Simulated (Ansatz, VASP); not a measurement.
## One calculation of Sr, two programs

File INCAR:

```
SYSTEM = Sr
PREC = Accurate ; ENCUT = 520
EDIFF = 1E-7 ; ISMEAR = -1
SIGMA = 0.1 ; LREAL = .FALSE.
LASPH = .TRUE. ; NELM = 80
ALGO = Normal ; ISIF = 2
LWAVE = .FALSE. ; LCHARG = .TRUE.
GGA = PE ; LELF = .TRUE.
LVHAR = .TRUE. ; NBANDS = 11
```

Contents of KPOINTS:

```
regular mesh
0
G
  7 7 7
  0 0 0
```

Contents of POSCAR:

```
Sr
1.0
    0.0000000000      3.0191365063      3.0191365063
    3.0191365063      0.0000000000      3.0191365063
    3.0191365063      3.0191365063      0.0000000000
Sr
1
Direct
    0.0000000000      0.0000000000      0.0000000000
```

Input for Ansatz:

```yaml
crystal:
  lattice:
    - [0.0, 3.0191365063, 3.0191365063]
    - [3.0191365063, 0.0, 3.0191365063]
    - [3.0191365063, 3.0191365063, 0.0]
  atoms:
    - { symbol: Sr, position: [0.0, 0.0, 0.0] }
hamiltonian:
  xc: pbe
  pseudopotentials:
    kind: paw
    azcp:
      Sr: "pseudopotentials/Sr.paw.azcp"
basis:
  ecutwfc: 420
  fft_grid_basis: typed
kpoints:
  mp_grid: { grid: [7, 7, 7], shift: [0, 0, 0] }
magnetization:
  spin_polarized: false
scf:
  occupations: { method: fermi_dirac, width: 0.1 }
  lower_state_search: "off"
output:
  stress: true
```

Alike in both runs: task single point; functional PBE; k mesh 7 × 7 × 7; occupations fermi-dirac, width 0.1 eV; no spin polarisation.

|  | VASP | Ansatz |
| --- | --- | --- |
| version | VASP 6.6.1 | Ansatz 0.2.0 |
| potentials or method | VASP PAW PBE potentials, release 64 (Sr_sv) | plane waves (420 eV) with PAW, scalar-relativistic |
| plane-wave cutoff (eV) | 520 | 420 |
| valence electrons in the cell | 10 | 10 |

|  | VASP | Ansatz | Ansatz less VASP |
| --- | --- | --- | --- |
| pressure (GPa) | 0.0 | 0.0 | -0.01 |
